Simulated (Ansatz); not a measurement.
# ZnSe: the cost of one run

Computed with Ansatz 0.2.0 (DFT r2SCAN, scalar-relativistic, plane waves, PAW, unless a step's input says otherwise).

## 1. The starting structure

The structure is cubic, space group F-43m (No. 216). Conventional cell: a = 5.668 Å, b = 5.668 Å, c = 5.668 Å, α = 90.00°, β = 90.00°, γ = 90.00°. Zn (site symmetry -43m) is surrounded by 4 Se at 2.45 Å. Around Se (site symmetry -43m) lie 4 Zn at 2.45 Å.

Structure file:

```cif
data_structure
_symmetry_space_group_name_H-M 'P 1'
_symmetry_Int_Tables_number 1
_cell_length_a 4.0076
_cell_length_b 4.0076
_cell_length_c 4.0076
_cell_angle_alpha 60.000
_cell_angle_beta 60.000
_cell_angle_gamma 60.000
_cell_volume 45.51
loop_
_atom_site_label
_atom_site_type_symbol
_atom_site_fract_x
_atom_site_fract_y
_atom_site_fract_z
_atom_site_occupancy
Zn1 Zn 0.00000 0.00000 0.00000 1
Se1 Se 0.75000 0.75000 0.75000 1
```

The cell is taken as given, not relaxed at this level.

## 2. Zero of energy

The reference gives a free energy of -8805.4990 eV, pressure -0.08 GPa, largest force 0.000 eV/Å and gap on the mesh 1.86 eV. It was computed beforehand with the settings of the runs below.

## 3. The scan: a tetragonal deformation path

At fixed volume and fractional coordinates, lengths along (0.000, 0.000, 1.000) are scaled against those across it; ρ is that ratio over its starting value.

## 4. ρ = 0.707

File input.yaml:

```yaml
crystal:
  lattice:
    - [0.0, 3.1809930826, 2.2489621094]
    - [3.1809930826, 0.0, 2.2489621094]
    - [3.1809930826, 3.1809930826, 0.0]
  atoms:
    - { symbol: Zn, position: [0.0, 0.0, 0.0] }
    - { symbol: Se, position: [0.75, 0.75, 0.75] }
basis:
  ecutwfc: 500
kpoints:
  mp_grid: { grid: [10, 10, 10] }
hamiltonian:
  xc: r2scan
scf:
  occupations: { method: gaussian, width: 0.05 }
output:
  forces: true
  stress: true
  eigenvalues: true
```

Run with:

```console
$ ansatz run input.yaml --threads 1 --pin off --max-ram 2560MiB --backend cpu --events-out ev --progress --plain --runs-dir out
```

**Question.** How long does this run take on 1 thread of Intel Xeon Platinum 8259CL at 2.50GHz (Skylake/Cascade Lake), shared host, and how much memory does it need?

About 17 s, with a peak of 0.61 GiB.
